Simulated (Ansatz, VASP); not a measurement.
Rh: VASP beside Ansatz

```
Rh
1.0
     2.70817    0.00000    0.00000
    -1.35409    2.34534    0.00000
     0.00000    0.00000   18.42242
Rh
3
Direct
  0.66667 0.33333 0.37997
  0.33333 0.66667 0.49661
  0.00000 0.00000 0.61319
```

Alike in both runs: functional PBE; k mesh 12 × 12 × 1; occupations gaussian, width 0.1 eV; no spin polarisation.

Ansatz relaxed the structure, and its values are those at the end. VASP's run is a single point on that final structure, the one shown.

|  | VASP | Ansatz |
| --- | --- | --- |
| version | VASP 6.6.1 | Ansatz 0.2.0 |
| potentials or method | VASP PAW PBE potentials, release 64 (Rh_pv) | scalar-relativistic, plane waves, PAW |
| plane-wave cutoff (eV) | 520 | 420 |
| valence electrons in the cell | 45 | 51 |

Ansatz gave:

| Item | Value |
| --- | --- |
| gap on the k mesh at the Fermi level (eV) | none |
| rms of the force components (eV/Å) | 0.007 |
| work function, face that differs most (eV) | 5.09 |

Estimate VASP's values.

gap on the k mesh at the Fermi level (eV): none; rms of the force components (eV/Å): 0.008; work function, face that differs most (eV): 4.99.

A gap of «none» marks a metal or a gap that the smearing closes. The two sets of potentials don't hold the same shells in valence.
